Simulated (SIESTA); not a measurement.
Pb, 1 atom in the cell. Symmetry: Im-3m, No. 229, cubic system. The conventional cell has a = 3.959 Å, b = 3.959 Å, c = 3.959 Å, α = 90.00°, β = 90.00°, γ = 90.00°. Pb (site symmetry m-3m) is surrounded by 8 Pb at 3.43 Å. This isn't the form of Pb at room conditions, which is fcc.

- Program: SIESTA 5.4.2
- Task: atomic charges
- Functional: BLYP
- Dispersion: D3(BJ)
- Potentials or basis: PseudoDojo 0.4 standard (PBE files)
- Basis: DZP (energy shift 0.01 Ry)
- Grid cutoff: 500 Ry
- Energy shift: 0.01 Ry
- k mesh: 9 × 9 × 9
- Occupations: fermi-dirac, width 0.05 eV
- Spin: no spin polarisation
- Dispersion by: outside library

Potentials or basis: PseudoDojo 0.4 standard (PBE files), DZP (energy shift 0.01 Ry).

Run with:

```bash
$ python run.py
```

Hardware: 1 thread of Intel(R) Xeon(R) Platinum 8488C (Sapphire Rapids) (shared host).

Estimate the wall time of this run.

Run time: 9.4 s on 1 thread of Intel(R) Xeon(R) Platinum 8488C (Sapphire Rapids) (shared host), peak memory 0.2 GiB. Counts: scf iterations 6, k points 365, bands 18.
